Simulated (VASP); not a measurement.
Set up this calculation in VASP 6.6.1, as the native input.

```yaml
Task: band structure
Functional: PBE
Potentials_or_basis: VASP PAW PBE potentials, release 64 (Cd, Se)
Cutoff: 520 eV
k_mesh: 6 × 6 × 6
Occupations: gaussian, width 0.03 eV
Spin: spin-orbit coupling, no magnetisation
Further_INCAR_settings: ALGO = Normal; EDIFF = 1e-07; NBANDS = 30
```

The structure of CdSe lies in POSCAR:

```
CdSe                                    
1.0
    0.0000000000      3.0462087289      3.0462087289
    3.0462087289      0.0000000000      3.0462087289
    3.0462087289      3.0462087289      0.0000000000
  Cd              Se            
     1     1
Direct
     0.0000000000000000    0.0000000000000000    0.0000000000000000
     0.7500000000000000    0.7500000000000000    0.7500000000000000
```

Measurements of this composition are mostly on another form, of space group No. 186.

One way to write it, as run:

INCAR

```
SYSTEM = CdSe
PREC = Accurate ; ENCUT = 520
EDIFF = 1E-7 ; ISMEAR = 0
SIGMA = 0.03 ; LREAL = .FALSE.
LASPH = .TRUE. ; NELM = 80
ALGO = Normal ; ISIF = 2
LWAVE = .FALSE. ; LCHARG = .FALSE.
MAGMOM = 0 0 0 0 0 0 ; LORBIT = 11
LSORBIT = .TRUE. ; GGA_COMPAT = .FALSE.
GGA = PE ; NBANDS = 30
```

KPOINTS

```
regular mesh
0
G
  6 6 6
  0 0 0
```

KPOINTS_OPT

```
explicit points
202
Reciprocal
 0.0000000000  0.0000000000  0.0000000000 1
 0.0555555556  0.0000000000  0.0555555556 1
 0.1111111111  0.0000000000  0.1111111111 1
 0.1666666667  0.0000000000  0.1666666667 1
 0.2222222222  0.0000000000  0.2222222222 1
 0.2777777778  0.0000000000  0.2777777778 1
[... 194 lines left out ...]
 0.5120934400  0.0241868800  0.5120934400 1
 0.4879065600 -0.0241868800  0.4879065600 1
```

Potentials or basis: VASP PAW PBE potentials, release 64 (Cd, Se).

Run with:

```console
$ cat potpaw_PBE.64/Cd/POTCAR potpaw_PBE.64/Se/POTCAR > POTCAR
$ mpirun -np 1 vasp_ncl > vasp.out
```

Results of the run:

```
Pressure                                              : 2.9 GPa
Valence electrons inside the program's atomic spheres : Cd 10.31; Se 3.86
```

It took 4.8 min on 1 thread of Intel(R) Xeon(R) Platinum 8259CL CPU @ 2.50GHz (Skylake/Cascade Lake) (shared host), peak memory 0.34 GiB.
